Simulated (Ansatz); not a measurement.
# Zn: energy change per atom and pressure as volume scale varies

Plane-wave DFT, scalar-relativistic PAW made under PBE with cores redone for the functional, no dispersion; the given relaxed cell is scaled uniformly, energy at zero smearing counts from the unscaled cell, pressure at the given Fermi-Dirac smearing is positive in compression. The results are calculated, by Ansatz 0.2.0.

The cell before it is scaled or strained (space group P6/mmm, No. 191):
```
CELL_PARAMETERS angstrom
4.53810 0.00000 0.00000
-2.26900 3.93010 0.00000
0.00000 0.00000 2.71460
ATOMIC_POSITIONS crystal
Zn 0.00000 0.00000 0.00000
Zn 0.33333 0.66667 0.50000
Zn 0.66667 0.33333 0.50000
```

Settings of every row: spin polarised no; functional revPBE; wave cutoff 420 eV; smearing width 0.1 eV; k mesh 9x9x13.

Atom starting moment: 0 on all atoms.

Limits: the cell comes from a prototype or a list of computed structures and needn't be the stable phase.

```
row  volume scale  V (Å³/atom)  energy change per atom (meV)  pressure (GPa)
  1          0.88       14.202                         50.53            9.95
  2          0.92       14.847                             ?               ?
  3          0.96       15.493                          4.11            2.42
  4          1.04       16.784                          4.66              -2
  5          1.08        17.43                         16.01           -3.46
  6          1.12       18.075                         32.44           -4.56
```

Question: what energy change per atom and pressure should row 2 give?

Worked fit of energy change per atom. Take u = (V_r/V)^(2/3) − 1 with V_r = 16.784 Å³ an atom, which is twice the finite (Eulerian) strain; such expansions in the strain, on which the Birch-Murnaghan equation of state is built, carry the rest volume and the bulk modulus. The shown rows have u = 0.1178, 0.05481, 0, -0.02486, -0.0482. Least squares give energy change per atom = 4.047 − 312.349 × u + 5983.63 × u² meV; a straight line predicts inner rows, each left out in turn, worse (root mean square 20 against 1.3 meV). The rows lie off it by 0.24, -0.79, 0.61, 0.50, -0.56 (root mean square 0.57 meV). The withheld row has u = 0.08519, so the fit gives 4.047 − 312.349 × (0.08519) + 5983.63 × (0.08519)² = 20.86 meV.

The calculation gave 19.76 meV. The fit lies 1.10 meV (5.6 % of the value, 2.4 % of the column's range) above it; its largest miss of a shown row is 0.79 meV.

Worked fit of pressure. Take u = (V_r/V)^(2/3) − 1 with V_r = 16.784 Å³ an atom, which is twice the finite (Eulerian) strain; such expansions in the strain, on which the Birch-Murnaghan equation of state is built, carry the rest volume and the bulk modulus. The shown rows have u = 0.1178, 0.05481, 0, -0.02486, -0.0482. Least squares give pressure = −2.046 + 65.921 × u + 303.54 × u² GPa; a straight line predicts inner rows, each left out in turn, worse (root mean square 1 against 0.099 GPa). The rows lie off it by 0.02, -0.06, 0.05, 0.04, -0.04 (root mean square 0.044 GPa). The withheld row has u = 0.08519, so the fit gives −2.046 + 65.921 × (0.08519) + 303.54 × (0.08519)² = 5.77 GPa.

The calculation gave 5.69 GPa. The fit lies 0.08 GPa (1.4 % of the value, 0.55 % of the column's range) above it; its largest miss of a shown row is 0.06 GPa.
